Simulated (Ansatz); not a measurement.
# GeS: the cost of one run

Code: Ansatz 0.2.0. PAW datasets, plane waves, zero pressure. Calculated at 0 K for a non-magnetic cell.

**1. The cell**

Space group Pnma (No. 62), orthorhombic; a = 10.481 Å, b = 3.646 Å, c = 4.299 Å in the conventional setting, 20.54 Å³ an atom. Near Ge stand 3 S at 2.44–2.45 Å; near S stand 3 Ge at 2.44–2.45 Å.

Structure file:

```cif
data_structure
_symmetry_space_group_name_H-M 'Pnma'
_symmetry_Int_Tables_number 62
_cell_length_a 10.4810
_cell_length_b 3.6460
_cell_length_c 4.2990
_cell_angle_alpha 90.000
_cell_angle_beta 90.000
_cell_angle_gamma 90.000
_cell_volume 164.28
loop_
_atom_site_label
_atom_site_type_symbol
_atom_site_symmetry_multiplicity
_atom_site_Wyckoff_symbol
_atom_site_fract_x
_atom_site_fract_y
_atom_site_fract_z
_atom_site_occupancy
Ge1 Ge 4 c 0.12210 0.25000 0.12770 1
S1 S 4 c 0.84950 0.25000 0.50230 1
```

**2. PBE-D3(BJ): cell and atoms**

input.yaml

```yaml
crystal:
  lattice:
    - [10.481, 0.0, 0.0]
    - [0.0, 3.646, 0.0]
    - [0.0, 0.0, 4.299]
  atoms:
    - { symbol: Ge, position: [0.1221, 0.25, 0.1277] }
    - { symbol: Ge, position: [0.3779, 0.75, 0.6277] }
    - { symbol: Ge, position: [0.6221, 0.25, 0.3723] }
    - { symbol: Ge, position: [0.8779, 0.75, 0.8723] }
    - { symbol: S, position: [0.8495, 0.25, 0.5023] }
    - { symbol: S, position: [0.6505, 0.75, 0.0023] }
    - { symbol: S, position: [0.3495, 0.25, 0.9977] }
    - { symbol: S, position: [0.1505, 0.75, 0.4977] }
kpoints:
  mp_grid: { grid: [2, 6, 6] }
hamiltonian:
  xc: pbe
  dispersion: d3bj
scf:
  occupations: { method: fermi_dirac, width: 0.02 }
relax:
  f_tol: 0.005
  cell: {}
```

Launch:

```console
$ ansatz run input.yaml --threads 8 --pin off --max-ram 20275MiB --backend cpu --events-out ev --progress --plain --runs-dir out
```

Q: Estimate wall time and peak memory on 8 threads of Arm Neoverse V2, shared host.

About 16 s, with a peak of 0.78 GiB.
